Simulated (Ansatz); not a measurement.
HfN: a vibration from a frozen displacement

Theory: Ansatz, DFT PBE, scalar-relativistic, plane waves, PAW. Settings: plane waves to 420 eV, k-mesh 16×16×16 (Γ-centred), Gaussian smearing 0.15 eV. Spin–orbit coupling is left out, which matters for the heavy elements here. No spin polarisation. Energies are free energies at this smearing, counted from the undisturbed cell; pressure is positive in compression.

The undisturbed cell (as given, not relaxed at this level; it stands at 0.7 GPa; this zinc-blende form isn't the usual structure):

```xyz
2
Lattice="0.0000 2.4548 2.4548 2.4548 0.0000 2.4548 2.4548 2.4548 0.0000" Properties=species:S:1:pos:R:3 pbc="T T T"
Hf    0.0000    0.0000    0.0000
N     3.6822    3.6822    3.6822
```

Every Hf atom is moved by x along the Cartesian unit vector (0.000, 0.000, 1.000); the cell and all other atoms stay fixed. The cell's volume is 29.59 Å³; the moved atoms weigh 178.490 u together and the others 14.007 u. Some rows repeat others by symmetry and weren't run.

| x (Å) | ΔE (meV/cell) | total force on the moved atoms along the move (eV/Å) | pressure (GPa) |
| --- | --- | --- | --- |
| -0.1000 | 58.22 | 1.1680 | 1.7250 |
| -0.0875 | 44.55 | 1.0193 | 1.4920 |
| -0.0750 | 32.74 | 0.8710 | 1.2900 |
| -0.0625 | 22.77 | 0.7245 | 1.1190 |
| -0.0500 | 14.61 | 0.5803 | 0.9788 |
| -0.0375 | 8.25 | 0.4374 | 0.8690 |
| -0.0250 | 3.68 | 0.2936 | 0.7898 |
| -0.0125 | 0.92 | 0.1476 | 0.7417 |
| 0.0000 | 0.00 | 0.0000 | 0.7256 |
| 0.0125 | 0.92 | -0.1476 | 0.7417 |
| 0.0250 | 3.68 | -0.2936 | 0.7898 |
| 0.0375 | 8.25 | -0.4374 | 0.8690 |
| 0.0500 | 14.61 | -0.5803 | 0.9788 |
| 0.0625 | 22.77 | -0.7245 | 1.1190 |
| 0.0750 | 32.74 | -0.8710 | 1.2900 |
| 0.0875 | 44.55 | -1.0193 | 1.4920 |
| 0.1000 | 58.22 | -1.1680 | 1.7250 |

Task: What frequency belongs to this motion?

Result: The force constant is k = −dF/dx = 11.808 eV/Å², from the parabola through x = -0.0125, 0 and 0.0125. In every cell the moved atoms swing against the rest, so the mass is μ = m₁m₂/(m₁ + m₂) = 12.988 u, and ν̃ = 521.5 cm⁻¹ × √(|k|/μ) = 497 cm⁻¹. To first order in x, and within 1 %, the force on every atom lies along the move and, within each of the two groups, in proportion to the atom's mass, so this is itself a mode at the zone centre of this cell.

Task: How far does the harmonic law reach?

Result: At x = -0.100 Å, kx²/2 = 59.04 meV against the computed 58.22 meV (-1.4 %): the well is still close to harmonic there.

Task: The pressure changes with x². What does that say about the frequency under compression?

Result: With E = k(V)x²/2, k ∝ V^(−2γ) and x scaling with the cell as V^(1/3), P − P0 = −∂E/∂V = (2γ − 2/3) ΔE/V. At x = 0.0250 Å, V(P − P0) = 29.59 × 0.06419 / 160.2 eV = 11.85 meV and ΔE = 3.68 meV, so γ = 1/3 + V(P − P0)/(2ΔE) = 1.94. This is the Grüneisen parameter of the motion under uniform scaling of the cell: shrinking the cell evenly by 1 % in volume raises the frequency by about 1.94 %.

In a metal these slopes depend on the k mesh and the smearing.

Cost: 9 runs of about 6.9 core-minutes in all, on Intel Xeon Processor @ 2.70GHz (shared hosts).